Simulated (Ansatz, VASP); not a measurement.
# GaN in two plane-wave programs

Aim: how closely do two programs agree when they are given the same cell, functional and k mesh?

Main program and level: Ansatz 0.2.0; plane waves, with VASP 6.6.1 beside it; band structure at PBE.

## Step 1: Starting point

Symmetry: F-43m, No. 216, cubic system. The conventional cell has a = 4.507 Å, b = 4.507 Å, c = 4.507 Å, α = 90.00°, β = 90.00°, γ = 90.00°. Nearest to Ga lie 4 N at 1.95 Å. N has 4 Ga at 1.95 Å nearest. Farther neighbours and most contacts between anions are not listed.

## Step 2: Ansatz: band structure, PBE

Ansatz runs on its default PAW (the set named soft_2) files.

Levels along a path test the potential and the projectors away from the mesh points.

Contents of input.yaml:

```yaml
crystal:
  lattice:
    - [0.0, 2.2535006075, 2.2535006075]
    - [2.2535006075, 0.0, 2.2535006075]
    - [2.2535006075, 2.2535006075, 0.0]
  atoms:
    - { symbol: Ga, position: [0.0, 0.0, 0.0] }
    - { symbol: "N", position: [0.25, 0.25, 0.25] }
hamiltonian:
  xc: pbe
  pseudopotentials: { kind: paw }
kpoints:
  mp_grid: { grid: [4, 4, 4] }
  band_path:
    path:
      - [0.0, 0.0, 0.0]
      - [0.18182, 0.0, 0.18182]
      - [0.36364, 0.0, 0.36364]
      - [0.5, 0.0, 0.5]
      - [0.5, 0.09091, 0.59091]
      - [0.5, 0.18182, 0.68182]
      - [0.5, 0.25, 0.75]
      - [0.45455, 0.29545, 0.75]
      - [0.40909, 0.34091, 0.75]
      - [0.375, 0.375, 0.75]
      - [0.20455, 0.20455, 0.40909]
      - [0.06818, 0.06818, 0.13636]
      - [0.04545, 0.04545, 0.04545]
      - [0.22727, 0.22727, 0.22727]
      - [0.40909, 0.40909, 0.40909]
      - [0.51136, 0.47727, 0.51136]
      - [0.55682, 0.38636, 0.55682]
      - [0.60227, 0.29545, 0.60227]
      - [0.61364, 0.25, 0.63636]
      - [0.56818, 0.25, 0.68182]
      - [0.51136, 0.25, 0.73864]
      - [0.5, 0.29545, 0.70455]
      - [0.5, 0.38636, 0.61364]
      - [0.5, 0.47727, 0.52273]
      - [0.47727, 0.47727, 0.54545]
      - [0.43182, 0.43182, 0.63636]
      - [0.38636, 0.38636, 0.72727]
      - [0.60227, 0.20455, 0.60227]
      - [0.55682, 0.11364, 0.55682]
      - [0.5, 0.0, 0.5]
    npoints: 1
scf:
  occupations: { method: gaussian, width: 0.01 }
  n_extra_bands: 7
output:
  forces: true
  stress: true
  eigenvalues: true
```

On the command line:

```bash
> ansatz run input.yaml --threads 2 --pin off --max-ram 4608MiB --backend cpu --events-out ev --progress --plain --runs-dir out
```

Numbers of over 12 decimals in the logs are rounded to 6 here.

The program printed:

```text
scf.n_extra_bands = 7 over 9 filled bands (N_el = 18.0): the run solves 16 bands
Engine: ansatz 0.2.0, aarch64-unknown-linux-gnu
Pseudopotentials: kind: paw
Pseudopotential: Ga, paw, valence charge 13, recommended cutoff 420 eV (normal), Ga.paw.azcp
Pseudopotential: N, paw, valence charge 5, recommended cutoff 420 eV (normal), N.paw.azcp
Functional definition: PBE
  parameter kappa = 0.804
  parameter beta = 0.066725
  exchange = pbe_x(kappa = kappa, mu = beta*pi^2/3)
  correlation = pbe_c(beta = beta)
Crystal: 2 atoms, lattice volume = 22.888 Å³
Basis set: ecut = 420 eV, 459 PW (Γ), exchange–correlation on 48×48×48 points (8 copies of the dense FFT grid, shifted against one another)
Bands: 16, of which v1, the nominal top of the filled ones, is band 9 counted from 1 (8 counted from 0)
Symmetry: 24 space group operations
Space group: F-43m (ITA 216), of the structure as read, at distance tolerance 2.8e-5 Å
k-points: 8 of 64 (time reversal used)
Non-local potential: Ga, projectors of the file, l = 0: 2, l = 1: 2, l = 2: 3, l = 3: 1
Non-local potential: N, projectors of the file, l = 0: 2, l = 1: 2, l = 2: 1
PAW form: soft (Blöchl's): semilocal exchange-correlation on the pseudo side does not see the compensation charge
PAW one-centre angular grid: Ga, 590 points (default); XC on 64 Gauss nodes
PAW one-centre angular grid: N, 110 points (default); XC on 64 Gauss nodes
Initial density: superposition of atomic densities (neutral atoms: chi_scale 0, normalization atom), corrected by the library's trained network
Initial wavefunctions: pseudopotential atomic-orbital guess
Functional: x = pbe(κ = 0.804, μ = 0.219515), c = pbe(β = 0.066725)
SCF iter   1: F=—  HF=-4167.834820 eV  |F-HF|=—  |Δ(HF+E_count)|=         —  Δρ=2.76e-3  dr2=1.91e-3  ethr=1.77e-3  ⟨swp⟩=4.9  Hψ=645  notcnv=0
preconditioner: auto → none  [insulator: Δε(μ)=1.714 eV  Ē_g=22.935 eV  σ=0.010 eV  W_gap=1.00  n_scr=8 (ndim 8)  ℏωp=32.9 eV  f_vac=0.001  D(μ)=0.00/eV (n_scr^D=0)  ε∞_Penn≈3.1]
SCF iter   2: F=—  HF=-4167.834664 eV  |F-HF|=—  |Δ(HF+E_count)|=   1.57e-4  Δρ=1.02e-3  dr2=2.85e-4  ethr=1.06e-5  ⟨swp⟩=2.1  Hψ=239  notcnv=0  defer=19
SCF iter   3: F=—  HF=-4167.834664 eV  |F-HF|=—  |Δ(HF+E_count)|=   3.74e-7  Δρ=1.57e-4  dr2=3.18e-6  ethr=1.58e-6  ⟨swp⟩=2.1  Hψ=175  notcnv=0  defer=19
SCF iter   4: F=—  HF=-4167.834677 eV  |F-HF|=—  |Δ(HF+E_count)|=   1.27e-5  Δρ=6.46e-5  dr2=5.91e-7  ethr=1.77e-8  ⟨swp⟩=2.0  Hψ=181  notcnv=0  defer=19
iter 5 did not close the SCF: its close was put off for the readings that it lacked (scf_convergence_deferred on its scf_iter line)
SCF iter   5: F=-4167.834676 eV  HF=-4167.834676 eV  |F-HF|=1.77e-8  |Δ(HF+E_count)|=   6.18e-7  Δρ=1.36e-5  dr2=1.68e-8  ethr=3.28e-9  ⟨swp⟩=2.0  Hψ=181  notcnv=0  defer=19
SCF iter   6: F=-4167.834676 eV  HF=-4167.834676 eV  |F-HF|=1.49e-10  |Δ(HF+E_count)|=   2.09e-8  Δρ=2.51e-6  dr2=6.75e-10  ethr=9.31e-11  ⟨swp⟩=4.6  Hψ=508  notcnv=0
SCF 1 converged in 6 iterations: F = -4167.834676 eV  dr2 = 6.75e-10
  greatest PAW one-centre occupation: 0.995 electrons in one spin orbital (limit 2), on the Ga atom at site 0 (counted from 0), in its partial waves of l = 2
NSCF: frozen V_eff on 30 k-points
SCF converged after 6 iterations
Free energy (F): -4167.834676 eV
Harris-Foulkes:  -4167.834676 eV  (|F-HF|=1.49e-10)
Internal energy: -4167.834676 eV  (E = F + TS)
E sigma→0 (E₀):  -4167.834676 eV
Fermi energy:    10.546128 eV
--- Per-component energies (eV) ---
  E_band       = -5.314188
  E_kinetic    = 247.398608
  E_local      = -1950.433552  (includes V_loc(G=0)·N_el)
  E_nonlocal   = 474.376517
  E_hartree    = 897.504250
  E_xc         = -128.770477
  E_vxc        = -134.107689  (∫ρ·V_xc dr)
  E_paw        = -2120.475206  (= ΣΔE_a)
  E_vpaw       = -437.556590  (= ΣTr[D̂ρ^β])
  E_aug_tail   = 0.000139  (compensation charges beyond the density's cutoff)
  E_ewald      = -1587.434954
  E_smearing   = -0.000000  (= −TS)
  E_closure    = 0.000000  (closes the sum)
  Σ components = -4167.834676   (vs F -4167.834676, Δ=0.00e0)
--- Forces (eV/Å), atoms counted from 1 ---
  atom   1  Ga     0.00000000    -0.00000000     0.00000000
  atom   2  N     -0.00000000     0.00000000    -0.00000000
  max |Σ_I F_I| component: 1.85e-17 eV/Å
--- Stress (GPa, compression-positive) ---
        4.962787      -0.000000      -0.000000
        0.000000       4.962787       0.000000
       -0.000000       0.000000       4.962787
  P = ⅓ Tr σ = 4.9628 GPa (49.628 kbar)
--- Band table (eV; the first three rows and the last of 8) ---
  k-point 0: bands = [... 5 lower, -3.5230, 9.6975, 9.6975, 9.6975, 11.3947, 19.9659, 19.9659, 19.9659, ... 3 higher]
  k-point 1: bands = [... 5 lower, -3.4622, 5.8250, 9.1748, 9.1748, 13.7366, 18.4557, 20.4214, 20.4214, ... 3 higher]
  k-point 2: bands = [... 5 lower, -2.2429, 2.6365, 8.7265, 8.7265, 14.3066, 18.4075, 20.0187, 20.0187, ... 3 higher]
  k-point 7: bands = [... 5 lower, -1.5229, 3.9793, 5.9900, 6.0431, 15.8944, 18.0669, 19.9258, 20.7917, ... 3 higher]
```

Elapsed: 1.3 s, on 2 threads of Arm Neoverse N1, shared host; peak memory 0.26 GiB; 1.9 s of CPU time.

The column dr2 measures how far the density is from self-consistency, as an energy; F and HF (Harris–Foulkes) agree once it is small.

## Step 3: VASP: band structure, PBE

The same cell, functional, mesh and smearing now go to VASP, with its own data sets and cutoff.

Lines of VASP's logs that name or quote its potential files are left out, and so is its time.

Contents of INCAR:

```
SYSTEM = GaN
PREC = Accurate
ENCUT = 450
EDIFF = 1E-08
NELM = 100
ISMEAR = 0
SIGMA = 0.01
LREAL = .FALSE.
ALGO = Normal
GGA = PE
NBANDS = 15
LORBIT = 11
LWAVE = .TRUE.
LCHARG = .FALSE.
KPAR = 8
```

Contents of POSCAR:

```
GaN
1.0
    0.0000000000      2.2535006075      2.2535006075
    2.2535006075      0.0000000000      2.2535006075
    2.2535006075      2.2535006075      0.0000000000
Ga N
1 1
Direct
    0.0000000000      0.0000000000      0.0000000000
    0.2500000000      0.2500000000      0.2500000000
```

Contents of KPOINTS:

```
Automatic mesh
0
Gamma
4 4 4
0 0 0
```

Contents of KPOINTS_OPT:

```
Line mode
12
Line-mode
Reciprocal
  0.00000000   0.00000000   0.00000000 GAMMA
  0.50000000   0.00000000   0.50000000 X

  0.50000000   0.00000000   0.50000000 X
  0.50000000   0.25000000   0.75000000 W

  0.50000000   0.25000000   0.75000000 W
  0.37500000   0.37500000   0.75000000 K

  0.37500000   0.37500000   0.75000000 K
  0.00000000   0.00000000   0.00000000 GAMMA

  0.00000000   0.00000000   0.00000000 GAMMA
  0.50000000   0.50000000   0.50000000 L

  0.50000000   0.50000000   0.50000000 L
  0.62500000   0.25000000   0.62500000 U

  0.62500000   0.25000000   0.62500000 U
  0.50000000   0.25000000   0.75000000 W

  0.50000000   0.25000000   0.75000000 W
  0.50000000   0.50000000   0.50000000 L

  0.50000000   0.50000000   0.50000000 L
  0.37500000   0.37500000   0.75000000 K

  0.62500000   0.25000000   0.62500000 U
  0.50000000   0.00000000   0.50000000 X
```

PAW data sets: Ga_d_GW and N_GW (PBE family, release 64).

On the command line:

```bash
> mpirun -np 8 vasp_std
```

The program printed:

```text
[banner, memory and clock lines left out]
running    8 mpi-ranks, on    1 nodes
 distrk:  each k-point on    1 cores,    8 groups
 distr:  one band on    1 cores,    1 groups

 POSCAR found type information on POSCAR GaN
 POSCAR found :  2 types and       2 ions
|                                                                             |
|           W    W    AA    RRRRR   N    N  II  N    N   GGGG   !!!           |
|           W    W   A  A   R    R  NN   N  II  NN   N  G    G  !!!           |
|           W    W  A    A  R    R  N N  N  II  N N  N  G       !!!           |
|           W WW W  AAAAAA  RRRRR   N  N N  II  N  N N  G  GGG   !            |
|           WW  WW  A    A  R   R   N   NN  II  N   NN  G    G                |
|           W    W  A    A  R    R  N    N  II  N    N   GGGG   !!!           |
|                                                                             |
|     For optimal performance we recommend to set                             |
|       NCORE = 2 up to number-of-cores-per-socket                            |
|     NCORE specifies how many cores store one orbital (NPAR=cpu/NCORE).      |
|     This setting can greatly improve the performance of VASP for DFT.       |
|     The default, NCORE=1 might be grossly inefficient on modern             |
|     multi-core architectures or massively parallel machines. Do your        |
|     Unfortunately you need to use the default for GW and RPA                |
|     calculations (for HF NCORE is supported but not extensively tested      |
|     yet).                                                                   |
|                                                                             |

 LDA part: xc-table for (Slater+PW92), standard interpolation
 POSCAR, INCAR and KPOINTS ok, starting setup
 FFT: planning ... GRIDC
 FFT: planning ... GRID_SOFT
 FFT: planning ... GRID
 WAVECAR not read
 entering main loop
       N       E                     dE             d eps       ncg     rms          rms(c)
DAV:   1     0.138297927496E+03    0.13830E+03   -0.10157E+04   248   0.187E+03
DAV:   2    -0.370157349802E+01   -0.14200E+03   -0.13609E+03   275   0.386E+02
DAV:   3    -0.139004815862E+02   -0.10199E+02   -0.10079E+02   289   0.117E+02
DAV:   4    -0.141099181100E+02   -0.20944E+00   -0.20939E+00   325   0.181E+01
DAV:   5    -0.141145286536E+02   -0.46105E-02   -0.46103E-02   291   0.268E+00    0.111E+01
DAV:   6    -0.120724286726E+02    0.20421E+01   -0.53316E+00   360   0.488E+01    0.519E+00
DAV:   7    -0.120726067257E+02   -0.17805E-03   -0.30771E-01   303   0.886E+00    0.321E+00
DAV:   8    -0.120684650242E+02    0.41417E-02   -0.50353E-02   282   0.360E+00    0.377E-01
DAV:   9    -0.120667488285E+02    0.17162E-02   -0.66301E-03   366   0.234E+00    0.727E-02
DAV:  10    -0.120670068419E+02   -0.25801E-03   -0.76761E-04   276   0.513E-01    0.203E-02
DAV:  11    -0.120669957348E+02    0.11107E-04   -0.65497E-05   395   0.183E-01    0.749E-03
DAV:  12    -0.120669974844E+02   -0.17496E-05   -0.73353E-06   261   0.298E-02    0.347E-03
DAV:  13    -0.120669973474E+02    0.13697E-06   -0.58074E-07   341   0.119E-02    0.349E-04
DAV:  14    -0.120669973347E+02    0.12752E-07   -0.32741E-08   268   0.241E-03    0.185E-04
DAV:  15    -0.120669973498E+02   -0.15099E-07   -0.12318E-09   197   0.475E-04    0.272E-05
DAV:  16    -0.120669973522E+02   -0.23747E-08   -0.35273E-10   141   0.262E-04
   1 F= -.12066997E+02 E0= -.12066997E+02  d E =-.120328E-89
 Start KPOINTS_OPT (optional k-point list driver)
k-point batch [1-8\120]
       N       E                     dE             ncg
DAV:   1     0.560366949494E+03   -0.15211E+04      255
DAV:   2    -0.543049938388E+03   -0.11034E+04      268
DAV:   3    -0.633877816835E+03   -0.90828E+02      303
DAV:   4    -0.635513017371E+03   -0.16352E+01      312
DAV:   5    -0.635549297556E+03   -0.36280E-01      317
DAV:   6    -0.635550901485E+03   -0.16039E-02      350
DAV:   7    -0.635550937661E+03   -0.36177E-04      311
DAV:   8    -0.635550938709E+03   -0.10478E-05      365
DAV:   9    -0.635550938715E+03   -0.56297E-08      256
[...]
k-point batch [113-120\120]
       N       E                     dE             ncg
DAV:   1     0.339964603025E+03   -0.57021E+04      271
DAV:   2    -0.660231560002E+03   -0.10002E+04      289
DAV:   3    -0.718674025647E+03   -0.58442E+02      310
DAV:   4    -0.719672032309E+03   -0.99801E+00      303
DAV:   5    -0.719704133177E+03   -0.32101E-01      311
DAV:   6    -0.719705843349E+03   -0.17102E-02      342
DAV:   7    -0.719705897899E+03   -0.54550E-04      356
DAV:   8    -0.719705898058E+03   -0.15883E-06      342
DAV:   9    -0.719705898060E+03   -0.19410E-08      246
 writing wavefunctions
```

OUTCAR, selected parts (step 3):

```text
ion  position               nearest neighbor table
   1  0.000  0.000  0.000-   2 1.95   2 1.95   2 1.95   2 1.95
   2  0.250  0.250  0.250-   1 1.95   1 1.95   1 1.95   1 1.95

  LATTYP: Found a face centered cubic cell.
 ALAT       =     4.5070012150

 Subroutine GETGRP returns: Found 24 space group operations
 (whereof 24 operations were pure point group operations)

The static configuration has the point symmetry T_d .

 Found      8 irreducible k-points:

   k-points           NKPTS =      8   k-points in BZ     NKDIM =      8   number of bands    NBANDS=     15

   dimension x,y,z NGX =    24 NGY =   24 NGZ =   24
   dimension x,y,z NGXF=    48 NGYF=   48 NGZF=   48

   ENCUT  =  450.0 eV  33.07 Ry    5.75 a.u.   5.51  5.51  5.51*2*pi/ulx,y,z

   NELECT =      18.0000    total number of electrons

 k-points in reciprocal lattice and weights: Automatic mesh
   0.00000000  0.00000000  0.00000000       0.016
   0.25000000  0.00000000  0.00000000       0.125
   0.50000000  0.00000000  0.00000000       0.062
   0.25000000  0.25000000  0.00000000       0.094
   0.50000000  0.25000000  0.00000000       0.375
  -0.25000000  0.25000000  0.00000000       0.188
   0.50000000  0.50000000  0.00000000       0.047
  -0.25000000  0.50000000  0.25000000       0.094

 average (electrostatic) potential at core
       1 -63.7305       2 -61.3268

 E-fermi :   5.2816

 k-point     1 :       0.0000    0.0000    0.0000
  band No.  band energies     occupation
    ...
      5      -8.0792      2.00000
      6      -8.0792      2.00000
      7       5.1406      2.00000
      8       5.1406      2.00000
      9       5.1406      2.00000
     10       6.8453      0.00000
     11      15.3934      0.00000
     12      15.3934      0.00000
     13      15.3934      0.00000
     14      22.7285      0.00000
    ...

 k-point     2 :       0.2500    0.0000    0.0000
  band No.  band energies     occupation
    ...
      5      -8.0743      2.00000
      6      -8.0177      2.00000
      7       1.2679      2.00000
      8       4.6193      2.00000
      9       4.6193      2.00000
     10       9.1848      0.00000
     11      13.8967      0.00000
     12      15.8510      0.00000
     13      15.8510      0.00000
     14      21.1041      0.00000
    ...

 k-point     3 :       0.5000    0.0000    0.0000
  band No.  band energies     occupation
    ...
      5      -8.0321      2.00000
      6      -6.8008      2.00000
      7      -1.9214      2.00000
      8       4.1709      2.00000
      9       4.1709      2.00000
     10       9.7499      0.00000
     11      13.8566      0.00000
     12      15.4497      0.00000
     13      15.4497      0.00000
     14      20.7385      0.00000
    ...

  Total        0.4978786      0.4978786      0.4978786     -0.0000000      0.0000000     -0.0000000
  in kB       34.8522674     34.8522674     34.8522674     -0.0000000      0.0000000     -0.0000000
  external PRESSURE =      34.8522674 kB  Pullay stress =       0.0000000 kB

  energy-cutoff  :      450.00
  volume of cell :       22.89
      direct lattice vectors                 reciprocal lattice vectors
     0.000000000  2.253500607  2.253500607    -0.221877020  0.221877020  0.221877020
     2.253500607  0.000000000  2.253500607     0.221877020 -0.221877020  0.221877020
     2.253500607  2.253500607  0.000000000     0.221877020  0.221877020 -0.221877020

 POSITION                                       TOTAL-FORCE (eV/Angst)
 -----------------------------------------------------------------------------------
      0.00000      0.00000      0.00000        -0.000000     -0.000000     -0.000000
      1.12675      1.12675      1.12675         0.000000      0.000000      0.000000
 -----------------------------------------------------------------------------------
    total drift:                                0.000016      0.000016      0.000016

  FREE ENERGIE OF THE ION-ELECTRON SYSTEM (eV)
  ---------------------------------------------------
  free  energy   TOTEN  =       -12.0669973522 eV

  energy  without entropy=      -12.0669973522  energy(sigma->0) =      -12.06699735

 total charge
# of ion       s       p       d       tot
------------------------------------------
    1        0.776   0.901  10.129  11.806
    2        1.193   2.464   0.000   3.656
--------------------------------------------------
tot          1.969   3.364  10.129  15.462

[... 3 further parts left out ...]
```

The run ends at a pressure of 3.49 GPa.

## Step 4: Differences

Known differences besides the potentials themselves: the cutoff is 420 eV in Ansatz and 450 eV in VASP; VASP leaves aspherical gradient terms in its spheres out (LASPH is not set), Ansatz keeps them. Total energies have different zeros and are not compared.

Compared:

| quantity | Ansatz | VASP | difference |
| --- | --- | --- | --- |
| gap over the path points (eV) | 1.697 | 1.705 | -0.008 |

Levels at points of the path, from each program's valence-band top (eV; 3 filled, then empty):

| k (reciprocal lattice) | Ansatz | VASP |
| --- | --- | --- |
| 0.000 0.000 0.000 | 0.00 0.00 0.00 1.70 10.27 | 0.00 0.00 0.00 1.71 10.25 |
| 0.182 0.000 0.182 | -2.38 -0.92 -0.92 4.03 8.20 | -2.38 -0.92 -0.92 4.03 8.19 |
| 0.364 0.000 0.364 | -5.09 -2.31 -2.31 3.96 6.86 | -5.09 -2.31 -2.31 3.96 6.86 |
| 0.500 0.000 0.500 | -6.15 -2.71 -2.71 3.32 6.63 | -6.15 -2.71 -2.71 3.31 6.63 |
| 0.500 0.091 0.591 | -6.05 -3.02 -2.99 4.02 7.10 | -6.05 -3.02 -2.99 4.01 7.10 |
| 0.500 0.182 0.682 | -5.81 -3.52 -3.51 5.53 8.03 | -5.82 -3.52 -3.51 5.52 8.03 |
| 0.500 0.250 0.750 | -5.72 -3.71 -3.65 6.20 8.37 | -5.72 -3.71 -3.65 6.20 8.37 |
| 0.455 0.295 0.750 | -5.78 -4.02 -3.07 5.86 8.14 | -5.78 -4.02 -3.07 5.86 8.14 |
| 0.409 0.341 0.750 | -5.86 -4.22 -2.39 5.19 7.89 | -5.87 -4.22 -2.38 5.18 7.90 |
| 0.375 0.375 0.750 | -5.89 -4.27 -2.18 4.96 7.84 | -5.89 -4.27 -2.18 4.96 7.84 |

Among the levels compared at these points, filled levels agree within 5 meV and empty ones within 16 meV. Not compared: the pressure (VASP's GW data sets at this cutoff don't carry it).

## Step 5: Further runs

Further runs change the set-up of one program: Ansatz's method, potentials or start, or VASP's data sets, cutoff or form of LDA. The table gives Ansatz less VASP for each quantity, since a change that brings one quantity closer may part another.

| run | gap over the path points (eV) |
| --- | --- |
| as above | -0.0075 |
| Ansatz's all-electron LAPW method | 0.0100 |
| Ansatz's larger PAW set (cutoff 1300 eV) | 0.0094 |
| norm-conserving potentials (cutoff 1240 eV) | 0.014 |

## Step 6: What came out

```yaml
difference_in_gap_over_the_path_points_band_structure_pbe: -0.0075 eV
```

**Reading.** The difference in gap over the path points is -0.0075 eV (band structure, PBE), within the 0.08 eV picked in this series as the mark of a large difference. Band structure, PBE, Ansatz's all-electron LAPW method: the difference in gap over the path points goes from -0.0075 to 0.0100 eV. Band structure, PBE, Ansatz's larger PAW set (cutoff 1300 eV): the difference in gap over the path points goes from -0.0075 to 0.0094 eV. Band structure, PBE, norm-conserving potentials (cutoff 1240 eV): the difference in gap over the path points goes from -0.0075 to 0.014 eV. Such differences can come from data sets, numerical settings and the points named under the comparisons, not from the functional's error against experiment.

[Lines on the potential files, build, host, timing and source positions are cut from VASP's logs without a mark.]

[Logs are printed without paths, hosts, clocks, repeated set-up lines and the standing remarks that a program may print on its own settings, such as how far it seeks lower states.]

[Hosts, paths, dates, database ids (printed as entryN), source tags and the programs' standing remarks are cut or masked in the printed files.]
